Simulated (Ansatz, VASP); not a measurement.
Two plane-wave programs on Sn

The input POSCAR:

```
Sn
1.0
    0.0000000000     -3.7825715973      0.0000000000
   -3.7825715973      0.0000000000      0.0000000000
    0.0000000000      0.0000000000     -3.7825715973
Sn
2
Direct
    0.5000000000      0.5000000000      0.5000000000
    0.0000000000      0.0000000000      0.0000000000
```

File INCAR.step1:

```
ALGO = Normal
EDIFF = 1E-4
ENCUT = 520
GGA = PE
ISMEAR = 0
LASPH = True
LCHARG = False
LREAL = False
LWAVE = True
NBANDS = 21
NELM = 60
PREC = Accurate
SIGMA = 0.15
```

Contents of INCAR.step2:

```
ALGO = Normal
EDIFF = 1E-6
ENCUT = 520
ISIF = 2
ISMEAR = 0
ISTART = 1
LASPH = True
LCHARG = True
LELF = True
LMIXTAU = True
LREAL = False
LVHAR = True
LWAVE = False
METAGGA = R2SCAN
NBANDS = 21
NELM = 60
PREC = Accurate
SIGMA = 0.15
```

File KPOINTS:

```
k-points
0
Gamma
  10 10 10
```

Input for Ansatz:

```yaml
crystal:
  lattice:
    - [0.0, -3.782571595, 0.0]
    - [-3.782571595, 0.0, 0.0]
    - [0.0, 0.0, -3.782571595]
  atoms:
    - { symbol: Sn, position: [0.5, 0.5, 0.5] }
    - { symbol: Sn, position: [0.0, 0.0, 0.0] }
basis:
  ecutwfc: 500
kpoints:
  mp_grid: { grid: [10, 10, 10] }
hamiltonian:
  xc: r2scan
scf:
  occupations: { method: gaussian, width: 0.15 }
output:
  forces: true
  stress: true
  eigenvalues: true
  write_density: true
  write_potential: true
  elf: true
  volumetric_format: npy
```

Alike in both runs: task single point; functional r2SCAN; k mesh 10 × 10 × 10; occupations gaussian, width 0.15 eV; no spin polarisation.

|  | VASP | Ansatz |
| --- | --- | --- |
| version | VASP 6.6.1 | Ansatz 0.2.0 |
| potentials or method | VASP PAW PBE potentials, release 64 (Sn_d) | scalar-relativistic, plane waves, PAW |
| plane-wave cutoff (eV) | 520 | 500 |
| valence electrons in the cell | 28 | 28 |

```tsv
	VASP	Ansatz	Ansatz less VASP
gap on the k mesh at the Fermi level (eV)	none	none	-
pressure (GPa)	-0.4	-0.4	+0.02
```

A gap of «none» marks a metal or a gap that the smearing closes. With one functional, cell and mesh, what is left measures potentials, basis and numerics.

Caveats: the PAW data sets were made with another functional, which shifts forces and pressure a little (VASP).
